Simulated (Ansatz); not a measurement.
**SiGe under changes of volume**

One of the cells (21.291 Å³/atom); the others are scaled copies at fixed shape and fractional positions:

```xyz
4
Lattice="3.9045 0.0000 0.0000 -1.9522 3.3814 0.0000 0.0000 0.0000 6.4508" Properties=species:S:1:pos:R:3 pbc="T T T"
Ge    0.0000    2.2542    0.0025
Ge    1.9522    1.1271    3.2279
Si    0.0000    2.2542    2.4165
Si    1.9522    1.1271    5.6419
```

The cell comes from a database or a generator and needn't be the stable form of this composition.

* Program: Ansatz 0.2.0
* Functional: LDA
* Potentials or basis: Ansatz PAW
* Cutoff: 420 eV (not typed: the program's choice for these potentials)
* k mesh: 8 × 8 × 4
* Occupations: fermi-dirac, width 0.05 eV
* Spin: no spin polarisation

```tsv
volume (Å³/atom)	energy over the lowest point (meV/atom)	pressure (GPa)	gap on the mesh (eV)	largest force (eV/Å)
20.014	6.95	3.3	0.26	0.030
20.440	0.96	1.3	0.30	0.020
20.866	0.00	-0.5	0.33	0.011
21.291	?	?	?	?
21.717	11.08	-3.5	0.30	0.005
22.143	22.19	-4.8	0.24	0.012
22.569	36.50	-5.9	0.19	0.018
```

Problem. What does the run at 21.291 Å³/atom give?

Solution. Energy over the lowest point 3.53 meV/atom; pressure -2.1 GPa; gap on the mesh 0.35 eV; largest force 0.003 eV/Å.

Worked out: A Birch-Murnaghan fit of order 3 (a polynomial in V^(-2/3)) to the other rows has its minimum at 20.74 Å³/atom with B0 = V·E''(V) = 85 GPa and B' = 4.6 at fixed shape and positions, which overstates the stiffness. It gives 3.53 meV/atom at 21.291 Å³/atom, against the run's 3.53, and -dE/dV = -2.1 GPa, against -2.1. A parabola through the other rows of the gap, of slope -0.719 eV per unit of ln V there, gives 0.32 eV, against the run's 0.35. The fit is too stiff a form for this range.

Energies are extrapolated to zero smearing.

Caveats: the PAW data sets come from PBE, with cores solved anew for the run's functional, which leaves a small shift of forces and pressure.

A mesh can miss the band edges. Spin-orbit coupling on Ge is left out.
